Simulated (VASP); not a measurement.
A run of VASP 6.6.1 is set up as follows.

Contents of INCAR:

```
SYSTEM = MnH2O2
PREC = Accurate ; ENCUT = 520
EDIFF = 1E-7 ; ISMEAR = -5
SIGMA = 0.05 ; LREAL = .False.
LASPH = .True. ; NELM = 150
ALGO = Normal ; ISIF = 2
LWAVE = .False. ; LCHARG = .False.
ISPIN = 2 ; MAGMOM = 4 0 0 0 0
LORBIT = 11 ; LMAXMIX = 4
LDAU = .True. ; LDAUTYPE = 2
LDAUL = 2 -1 -1 ; LDAUU = 7 0 0
LDAUJ = 0 0 0 ; LDAUPRINT = 1
LOPTICS = .True. ; NBANDS = 62
NEDOS = 2000 ; CSHIFT = 0.1
```

Contents of KPOINTS:

```
regular mesh
0
Gamma
  9 9 6
  0 0 0
```

POSCAR

```
MnH2O2
1.0
    3.1609136852      0.0000000000      0.0000000000
   -1.5804568426      2.7374315506      0.0000000000
    0.0000000000      0.0000000000      4.3571979415
Mn O H
1 2 2
Cartesian
    0.0000000000      0.0000000000      0.0000000000
    1.5804568428      0.9124771834      3.3724712067
   -0.0000000002      1.8249543672      0.9847267348
    1.5804568428      0.9124771834      2.4138876596
   -0.0000000002      1.8249543672      1.9433102819
```

Potentials or basis: VASP PAW LDA potentials, release 64 (Mn_pv, O, H).

Launch:

```sh
$ cat potpaw_LDA.64/Mn_pv/POTCAR potpaw_LDA.64/O/POTCAR potpaw_LDA.64/H/POTCAR > POTCAR
$ mpirun -np 1 vasp_std > vasp.out
```

Predict the pressure.

20.5 GPa.

Estimate the largest force.

1.220 eV/Å.

Dielectric function (mean over the directions given):
| energy (eV) | real part | imaginary part |
| --- | --- | --- |
| 0.27 | 3.43 | 0.00 |
| 1.27 | 3.49 | 0.01 |
| 2.33 | 3.70 | 0.05 |
| 3.33 | 3.91 | 0.33 |
| 4.40 | 3.94 | 0.61 |
| 5.40 | 4.16 | 1.14 |
| 6.46 | 3.77 | 1.61 |
| 7.53 | 3.96 | 1.66 |
| 8.53 | 3.97 | 2.79 |
| 9.60 | 2.35 | 2.63 |
| 10.59 | 2.32 | 2.63 |
| 11.66 | 1.99 | 3.18 |
| 12.66 | 1.61 | 2.76 |
| 13.73 | 0.94 | 2.66 |
| 14.79 | 0.86 | 2.56 |
| 15.79 | 0.57 | 2.04 |
| 16.86 | 0.41 | 1.97 |
| 17.86 | 0.36 | 1.52 |
| 18.92 | 0.45 | 1.79 |
| 19.99 | 0.20 | 1.29 |

Caveat: spectra need much finer meshes, so this one isn't converged; independent-particle spectra lack excitons; a cell with one magnetic atom can't hold antiferromagnetic order, which such compounds often take. The state reached can hang on the start; a lower one may exist.
